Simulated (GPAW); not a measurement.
# InAs (F-43m) in GPAW: further runs

The runs below take InAs through single point, with PBE.

All numbers are computed with GPAW 26.7.0; they aren't measurements. Logs are shortened: lines on timing, memory, paths and dates and some standing lists are left out, and cuts for length are marked. The log counts tension as positive stress, the text compression.

**Measured values to compare with.**

From a printed reference work, data compilation, for a bulk crystal of InAs at 4.2 K: band gap 0.418 eV (direct).

The runs below are set against these values where they give the same quantity.

## Step 1: The crystal as given

The structure is cubic, space group F-43m (No. 216). The conventional cell has a = 6.036 Å, b = 6.036 Å, c = 6.036 Å, α = 90.00°, β = 90.00°, γ = 90.00°. In (site symmetry -43m) is surrounded by 4 As at 2.61 Å. As (site symmetry -43m) is surrounded by 4 In at 2.61 Å.

## Step 2: Single point, PBE

run.py reads:

```python
from ase.dft.bandgap import bandgap
from ase.io import read, write
from ase.units import GPa
from gpaw import GPAW, PW

atoms = read('InAs.xyz')

calc = GPAW(mode=PW(600),
            xc='PBE',
            kpts={'size': (8, 8, 8), 'gamma': True},
            occupations={'name': 'methfessel-paxton', 'order': 0, 'width': 0.018000000000000002},
            nbands=18,
            convergence={'density': 1e-05, 'energy': 1e-05},
            maxiter=150,
            txt='gpaw.txt')
atoms.calc = calc
energy = atoms.get_potential_energy()
forces = atoms.get_forces()
stress = atoms.get_stress()
calc.write('gs.gpw')
write('result.traj', atoms)
print(f'Energy: {energy:.6f} eV')
print('Forces (eV/A):')
print(forces.round(4))
print('Stress (GPa):', (stress / GPa).round(3))
print('Fermi level:', round(calc.get_fermi_level(), 4), 'eV')
print(f'Gap: {bandgap(calc)[0]:.4f} eV, direct: {bandgap(calc, direct=True)[0]:.4f} eV')
```

InAs.xyz reads:

```xyz
2
Lattice="0.0000000000 3.0180000000 3.0180000000 3.0180000000 0.0000000000 3.0180000000 3.0180000000 3.0180000000 0.0000000000" Properties=species:S:1:pos:R:3 pbc="T T T"
In     0.0000000000      0.0000000000      0.0000000000
As     4.5270000000      4.5270000000      4.5270000000
```

Potentials or basis: GPAW PAW data sets (gpaw-data 1.2.1), pw.

Command:

```bash
$ OMP_NUM_THREADS=1 python run.py
```

gpaw.txt:

```text
__  _  _
 | _ |_)|_||  |
 |__||  | ||/\| - 26.7.0

Input parameters:
  mode=PW(ecut=600.0),
  convergence={'density': 1e-05, 'energy': 1e-05},
  kpts=MonkhorstPack(size=(8, 8, 8), gamma=True),
  maxiter=150,
  nbands=18,
  occupations=Occupations(name='methfessel-paxton', order=0, width=0.018000000000000002),
  xc=XC(name='PBE')

Diagonalizing LCAO Hamiltonian
Converting LCAO to pw mode

                     As

       In

Atoms  # Å, Bohr magnetons
|   | symbol |        x |        y |        z |    initial magnetic moments |
|---|--------|----------|----------|----------|-----------------------------|
| 0 |     In | 0.000000 | 0.000000 | 0.000000 | ( 0.0000,  0.0000,  0.0000) |
| 1 |     As | 4.527000 | 4.527000 | 4.527000 | ( 0.0000,  0.0000,  0.0000) |

Unit cell  # Å
| periodic |        x |        y |        z |  lengths |    angles |
|----------|----------|----------|----------|----------|-----------|
|      yes | 0.000000 | 3.018000 | 3.018000 | 4.268097 | 60.000000 |
|      yes | 3.018000 | 0.000000 | 3.018000 | 4.268097 | 60.000000 |
|      yes | 3.018000 | 3.018000 | 0.000000 | 4.268097 | 60.000000 |

Number of symmetries: 24
Symmetry operations  # r_c * U_cc + t_c -> r_c
|    | kind |            matrix            |
|----|------|------------------------------|
|  0 |  E   |  1, 0, 0,  0, 1, 0,  0, 0, 1 |
|  1 |  σ   |  1, 0, 0,  0, 0, 1,  0, 1, 0 |
|  2 |  σ   |  1, 0,-1,  0, 1,-1,  0, 0,-1 |
|  3 |  C3  |  1, 0,-1,  0, 0,-1,  0, 1,-1 |
|  4 |  C3  |  1,-1, 0,  0,-1, 1,  0,-1, 0 |
|  5 |  σ   |  1,-1, 0,  0,-1, 0,  0,-1, 1 |
|  6 |  σ   |  0, 1, 0,  1, 0, 0,  0, 0, 1 |
|  7 |  C3  |  0, 1, 0,  0, 0, 1,  1, 0, 0 |
|  8 |  C2  |  0, 1,-1,  1, 0,-1,  0, 0,-1 |
|  9 |  S4  |  0, 1,-1,  0, 0,-1,  1, 0,-1 |
| 10 |  C3  |  0, 0, 1,  1, 0, 0,  0, 1, 0 |
| 11 |  σ   |  0, 0, 1,  0, 1, 0,  1, 0, 0 |
| 12 |  S4  |  0, 0,-1,  1, 0,-1,  0, 1,-1 |
| 13 |  C3  |  0, 0,-1,  0, 1,-1,  1, 0,-1 |
| 14 |  S4  |  0,-1, 1,  1,-1, 0,  0,-1, 0 |
| 15 |  C2  |  0,-1, 1,  0,-1, 0,  1,-1, 0 |
| 16 |  C3  |  0,-1, 0,  1,-1, 0,  0,-1, 1 |
| 17 |  S4  |  0,-1, 0,  0,-1, 1,  1,-1, 0 |
| 18 |  S4  | -1, 1, 0, -1, 0, 1, -1, 0, 0 |
| 19 |  C3  | -1, 1, 0, -1, 0, 0, -1, 0, 1 |
| 20 |  C3  | -1, 0, 1, -1, 1, 0, -1, 0, 0 |
| 21 |  S4  | -1, 0, 1, -1, 0, 0, -1, 1, 0 |
| 22 |  σ   | -1, 0, 0, -1, 1, 0, -1, 0, 1 |
| 23 |  C2  | -1, 0, 0, -1, 0, 1, -1, 1, 0 |

BZ-sampling:
  Number of BZ points: 512
  Number of IBZ points: 29

  Monkhorst-Pack size: [8, 8, 8]
  Monkhorst-Pack shift: [0.0625, 0.0625, 0.0625]

K-points  # in reciprocal-cell coordinates
|     |                                coordinates |     weight |
|-----|--------------------------------------------|------------|
|   0 | (  0.00000000,   0.00000000,   0.00000000) | 0.00195312 |
|   1 | (  0.12500000,   0.12500000,   0.00000000) | 0.01171875 |
|   2 | (  0.12500000,   0.12500000,   0.12500000) | 0.01562500 |
|   3 | (  0.25000000,   0.12500000,   0.12500000) | 0.02343750 |
|   4 | (  0.25000000,   0.25000000,   0.00000000) | 0.01171875 |
|   5 | (  0.25000000,   0.25000000,   0.12500000) | 0.04687500 |
|   6 | (  0.25000000,   0.25000000,   0.25000000) | 0.01562500 |
|   7 | (  0.37500000,   0.25000000,  -0.37500000) | 0.04687500 |
|   8 | (  0.37500000,   0.25000000,   0.12500000) | 0.04687500 |
|   9 | (  0.37500000,   0.25000000,   0.25000000) | 0.04687500 |
| ... |                                            |            |
|  28 | (  0.50000000,   0.50000000,   0.50000000) | 0.00781250 |

Plane wave coefficients: 1856
Cutoff: 600.0 eV

Spin-components: 1 (collinear spins)
Bands:           18
Projectors:      11
Spin-degeneracy: 2
Datatype:        complex128

Parallelization:
  kpt:    1
  domain: 1
  band:   1

Density:
  Valence electrons: 18.0
  Components: 1
  Grid points: [25 25 25]
  Charge: 0.0  # |e|

Potential:
  Grid points: [25 25 25]

species:
  In:
    name:    Indium
    Z:       49.0
    valence: 13
    core:    36
    charge:  0.0  # [|e|]
    compensation charges:
      type: gauss
      rc: 0.36  # [Å]
      lmax: 2
    cutoffs:
      filter: 2.09  # [Å]
      core: 2.48  # [Å]
    projectors
    | kind |    occ | energy [eV] | rcut [Å] |
    |------|--------|-------------|----------|
    |   5s |  2.000 |      -8.203 |    1.185 |
    |   5p |  1.000 |      -2.521 |    1.244 |
    |   4d | 10.000 |     -18.629 |    1.148 |
    |    s |        |      19.008 |    1.185 |
    |    p |        |      24.691 |    1.244 |
    |    d |        |       8.583 |    1.148 |

    Using partial waves for In as LCAO basis

  As:
    name:    Arsenic
    Z:       33.0
    valence: 5
    core:    28
    charge:  0.0  # [|e|]
    compensation charges:
      type: gauss
      rc: 0.33  # [Å]
      lmax: 2
    cutoffs:
      filter: 1.87  # [Å]
      core: 2.96  # [Å]
    projectors
    | kind |    occ | energy [eV] | rcut [Å] |
    |------|--------|-------------|----------|
    |   4s |  2.000 |     -14.487 |    1.058 |
    |   4p |  3.000 |      -5.196 |    1.058 |
    |    s |        |      12.725 |    1.058 |
    |    p |        |      22.016 |    1.058 |
    |    d |        |       0.000 |    1.058 |

    Using partial waves for As as LCAO basis

Reference energy: -221478.393260  # eV

eigensolver:
  PPCG
  Converge bands: occupied
  niter=2

density mixing:
  MSR1-Mixer
  Pratt-step length: 0.05
  Maximum mixing coefficient: 0.75
  Old densities: 10
  SVD Regularization: 0.005
  Good broyden scale: 1.0
  Trust region scale: 1.0
  Backstep threshold: 4.0
  History deletion threshold: 6.0
  Fourier metric: weight=20.0, sigma=0.015

occupation numbers:
  Methfessel-Paxton:
    width: 0.0180  # eV
    order: 0

poisson solver:
  ecut: 4800.0  # eV

xc functional:
  name: PBE with 2 nearest neighbor stencil

convergence criteria:
- Maximum integral of absolute [dens]ity change: 1e-05 electrons / valence electron
- Maximum [total energy] change in last 3 cyles: 1e-05 eV / valence electron
- Maximum integral of absolute [eigenst]ate change: 4e-08 eV^2 / valence electron
maximum number of iterations: 150

SCF iterations
|iter     | |      energy | eigst |  dens |
|---------|-|-------------|-------|-------|
|iter:   1| |   -8.118331 | -0.34 |       |
|iter:   2| |   -8.073576 | -2.36 | -1.17 |
|iter:   3| |   -7.903430 | -1.93 | -1.21 |
|iter:   4| |   -7.904589 | -3.32 | -1.81 |
|iter:   5| |   -7.904695 | -4.10 | -2.33 |
|iter:   6| |   -7.904723c| -5.65 | -3.12 |
|iter:   7| |   -7.904726c| -6.66 | -3.56 |
|iter:   8| |   -7.904726c| -8.15c| -4.63 |
|iter:   9| |   -7.904726c| -8.40c| -5.36c|

Converged in 9 steps
Energy contributions relative to reference atoms: (reference = -221478.393260)

Energy contributions:
  Kinetic:          27.002235
  Coulomb:         -24.729313
  Zero:              0.139461
  External:          0.000000
  Xc:              -10.317081
  Entropy:          -0.000054
  Spinorbit:         0.000000
  ----------------------------
  Free energy:      -7.904753
  Extrapolated:     -7.904726

dipole moment: (-17.118219, -17.118219, -17.118219)  # |e|*Ang

Fermi level: 4.909
Eigenvalues  # (at kpt = [0.000, 0.000, 0.000])
| band index |      eig [eV] | occ [0-2] |
|------------|---------------|-----------|
|          0 |        -9.407 |     2.000 |
|        ... |               |           |
|          2 |        -9.407 |     2.000 |
|          3 |        -9.278 |     2.000 |
|          4 |        -9.278 |     2.000 |
|          5 |        -6.992 |     2.000 |
|          6 |         4.743 |     2.000 |
|          7 |         4.904 |     1.333 |
|          8 |         4.904 |     1.333 |
|          9 |         4.904 |     1.333 |
|         10 |         8.796 |     0.000 |
|         11 |         8.796 |     0.000 |
|         12 |         8.796 |     0.000 |
|         13 |        12.470 |     0.000 |
|         14 |        14.638 |     0.000 |
|         15 |        14.638 |     0.000 |
|         16 |        15.399 |     0.000 |
|         17 |        15.399 |     0.000 |

No gap
No difference between direct/indirect transitions

Forces  # eV/Ang
|        x |        y |        z |
|----------|----------|----------|
|  0.00000 | -0.00000 | -0.00000 |  # In   0
| -0.00000 |  0.00000 |  0.00000 |  # As   1

Stress tensor  # eV/Ang^3
|         x |         y |         z |
|-----------|-----------|-----------|
| -0.025243 | -0.000000 |  0.000000 |
| -0.000000 | -0.025243 |  0.000000 |
|  0.000000 |  0.000000 | -0.025243 |

# Writing to gs.gpw (mode='')
```

Run time: 25 s. Hardware: 1 thread of Arm Neoverse N1, shared host; peak memory 0.17 GiB.

Results:

```
Free energy            : -7.9048 eV
Pressure               : 4.0 GPa
Band gap on the k mesh : none (metal or under the smearing width)
```

Caveat: this crystal is a semiconductor, whose small gap the functional closes, so the metal is an error of the method.

## Step 3: Single point, PBE

Changes to run.py since step 2:

```diff
@@ -2,4 +2,5 @@
 from ase.io import read, write
-from ase.units import GPa
+from ase.units import Bohr, GPa
 from gpaw import GPAW, PW
+from gpaw.elf import elf_from_dft_calculation
 
@@ -10,3 +11,3 @@
             kpts={'size': (8, 8, 8), 'gamma': True},
-            occupations={'name': 'methfessel-paxton', 'order': 0, 'width': 0.018000000000000002},
+            occupations={'name': 'methfessel-paxton', 'order': 0, 'width': 0.019000000000000003},
             nbands=18,
@@ -27 +28,6 @@
 print(f'Gap: {bandgap(calc)[0]:.4f} eV, direct: {bandgap(calc, direct=True)[0]:.4f} eV')
+
+# fields on the real-space grid
+write('density.cube', atoms, data=calc.get_pseudo_density() * Bohr**3)
+write('potential.cube', atoms, data=calc.get_electrostatic_potential())
+write('elf.cube', atoms, data=elf_from_dft_calculation(calc).data)
```

InAs.xyz is that of step 2.

Potentials or basis: GPAW PAW data sets (gpaw-data 1.2.1), pw.

Command:

```bash
$ OMP_NUM_THREADS=1 python run.py
```

Wall time 26 s (1 thread of Arm Neoverse N1, shared host); peak memory 0.17 GiB.

The run converged. Its results:

```yaml
Free_energy: -7.9048 eV
Pressure: 4.0 GPa
Band_gap_on_the_k_mesh: none (metal or under the smearing width)
```

Levels at points of the mesh, in eV from the Fermi level:
| k point | band 5 | band 6 | band 7 | band 8 | band 9 | band 10 | band 11 | band 12 | band 13 | band 14 |
| --- | --- | --- | --- | --- | --- | --- | --- | --- | --- | --- |
| (0.00, 0.00, 0.00) | -14.19 | -11.90 | -0.17 | -0.01 | -0.01 | -0.01 | 3.89 | 3.89 | 3.89 | 7.56 |
| (0.50, 0.50, 0.00) | -14.16 | -9.86 | -5.86 | -2.36 | -2.36 | 1.53 | 2.07 | 9.22 | 9.30 | 9.30 |
| (0.50, 0.50, 0.50) | -14.18 | -10.41 | -5.80 | -1.01 | -1.01 | 0.97 | 4.67 | 4.67 | 6.87 | 9.08 |

Caveat: this crystal is a semiconductor, whose small gap the functional closes, so the metal is an error of the method.

## Step 4: Single point, PBE

run.py reads:

```python
from ase import Atoms
from ase.dft.bandgap import bandgap
from ase.io import write
from ase.units import GPa
from gpaw import GPAW, PW

atoms = Atoms(['In', 'As'],
              cell=[[0.0, 3.018, 3.018],
                    [3.018, 0.0, 3.018],
                    [3.018, 3.018, 0.0]],
              scaled_positions=[[0.0, 0.0, 0.0],
                                [0.75, 0.75, 0.75]],
              pbc=True)

calc = GPAW(mode=PW(600),
            xc='PBE',
            kpts={'size': (8, 8, 8), 'gamma': True},
            occupations={'name': 'methfessel-paxton', 'order': 0, 'width': 0.02},
            nbands=18,
            convergence={'density': 1e-05, 'energy': 1e-05},
            maxiter=150,
            txt='gpaw.txt')
atoms.calc = calc
energy = atoms.get_potential_energy()
forces = atoms.get_forces()
stress = atoms.get_stress()
calc.write('gs.gpw')
write('result.traj', atoms)
print(f'Energy: {energy:.6f} eV')
print('Forces (eV/A):')
print(forces.round(4))
print('Stress (GPa):', (stress / GPa).round(3))
print('Fermi level:', round(calc.get_fermi_level(), 4), 'eV')
print(f'Gap: {bandgap(calc)[0]:.4f} eV, direct: {bandgap(calc, direct=True)[0]:.4f} eV')
```

Command:

```bash
$ OMP_NUM_THREADS=1 python run.py
```

Wall time 25 s (1 thread of Arm Neoverse N1, shared host); peak memory 0.16 GiB.

The run converged. Its results:

- Free energy: -7.9048 eV
- Pressure: 4.0 GPa
- Band gap on the k mesh: none (metal or under the smearing width)

Levels at points of the mesh, in eV from the Fermi level:
```csv
k point,band 6,band 7,band 8,band 9,band 10,band 11,band 12,band 13
"(0.00, 0.00, 0.00)",-11.90,-0.17,-0.01,-0.01,-0.01,3.89,3.89,3.89
"(0.50, 0.50, 0.00)",-9.86,-5.86,-2.36,-2.36,1.53,2.07,9.22,9.30
"(0.50, 0.50, 0.50)",-10.41,-5.80,-1.01,-1.01,0.97,4.67,4.67,6.87
```

Caveat: this crystal is a semiconductor, whose small gap the functional closes, so the metal is an error of the method.

## Step 5: Overview

| smearing | gap on the mesh (eV) | pressure (GPa) |
| --- | --- | --- |
| gaussian 0.018 eV | none | 4.0 |
| gaussian 0.019 eV | none | 4.0 |
| gaussian 0.02 eV | none | 4.0 |

Alike in all rows: task single point; level PBE; potentials or basis GPAW PAW data sets (gpaw-data 1.2.1), pw; no spin polarisation; cell as given; k mesh 8 × 8 × 8; cutoff (eV) 600.

Every run on the cell as given and a fine mesh finds a metal.

Caveats: this crystal is a semiconductor, whose small gap the functional closes, so the metal is an error of the method.

Absolute energies hang on the potentials; compare differences alone.

## Step 6: Comparison with measurements

Step 2. A measured gap of InAs is 0.418 eV (direct; 4.2 K; a printed reference work, data compilation); the calculated 0.00 eV misses it by -0.42 eV. Spin-orbit coupling on As, In is left out. The value is that of PBE on a finite k mesh, which can miss the band edges, without temperature or zero-point motion. Semilocal functionals fall short of measured gaps as a rule.

Step 3. A measured gap of InAs is 0.418 eV (direct; 4.2 K; a printed reference work, data compilation); the calculated 0.00 eV misses it by -0.42 eV. Spin-orbit coupling on As, In is left out. The value is that of PBE on a finite k mesh, which can miss the band edges, without temperature or zero-point motion. Semilocal functionals fall short of measured gaps as a rule.

Step 4. Against the measured gap of InAs, 0.418 eV (direct; 4.2 K; a printed reference work, data compilation), the calculated 0.00 eV is off by -0.42 eV. Spin-orbit coupling on As, In is left out. The value is that of PBE on a finite k mesh, which can miss the band edges, without temperature or zero-point motion. Semilocal functionals fall short of measured gaps as a rule.
